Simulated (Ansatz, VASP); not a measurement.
One calculation of Ru, two programs

INCAR

```
SYSTEM = Ru
ALGO = Normal ; EDIFF = 1E-6
ENCUT = 520 ; GGA = PE
ISIF = 2 ; ISMEAR = -1
LASPH = .True. ; LCHARG = .True.
LELF = .True. ; LREAL = .False.
LVHAR = .True. ; LWAVE = .False.
NBANDS = 21 ; NELM = 100
PREC = Accurate ; SIGMA = 0.03
```

The input KPOINTS:

```
k-points
0
Gamma
  14 14 8
  0 0 0
```

The input POSCAR:

```
Ru
1.0
    2.6784661590      0.0000000000      0.0000000000
   -1.3392330795      2.3196197369      0.0000000000
    0.0000000000      0.0000000000      4.2386455276
Ru
2
Direct
    0.3333333333      0.6666666667      0.2500000000
    0.6666666667      0.3333333333      0.7500000000
```

Input for Ansatz:

```yaml
crystal:
  lattice:
    - [2.678466159, 0.0, 0.0]
    - [-1.3392330795, 2.3196197369, 0.0]
    - [0.0, 0.0, 4.2386455276]
  atoms:
    - { symbol: Ru, position: [0.3333333333, 0.6666666667, 0.25] }
    - { symbol: Ru, position: [0.6666666667, 0.3333333333, 0.75] }
kpoints:
  mp_grid: { grid: [14, 14, 8] }
scf:
  occupations: { method: fermi_dirac, width: 0.03 }
hamiltonian:
  xc: pbe
  pseudopotentials: { kind: all_electron, lapw: { basis_error: 0.0005 } }
output:
  forces: true
  stress: true
  eigenvalues: true
```

Change from the starting cell: volume scaled by 0.97.

Alike in both runs: task single point; functional PBE; k mesh 14 × 14 × 8; occupations fermi-dirac, width 0.03 eV; no spin polarisation.

```csv
,VASP,Ansatz
version,VASP 6.6.1,Ansatz 0.2.0
potentials or method,"VASP PAW PBE potentials, release 64 (Ru_pv)","all-electron LAPW, scalar-relativistic"
plane-wave cutoff (eV),520,see its input
```

|  | VASP | Ansatz | Ansatz less VASP |
| --- | --- | --- | --- |
| pressure (GPa) | 15.5 | 15.4 | -0.03 |
| largest component of the traceless stress (GPa) | 0.73 | 0.78 | +0.045 |

Ansatz ran all-electron here, so the differences hold the error of VASP's frozen core and of both bases.

Caveats: so large a pressure means that the cell lies far from this level's equilibrium, or that cutoff or potentials fall short (VASP).
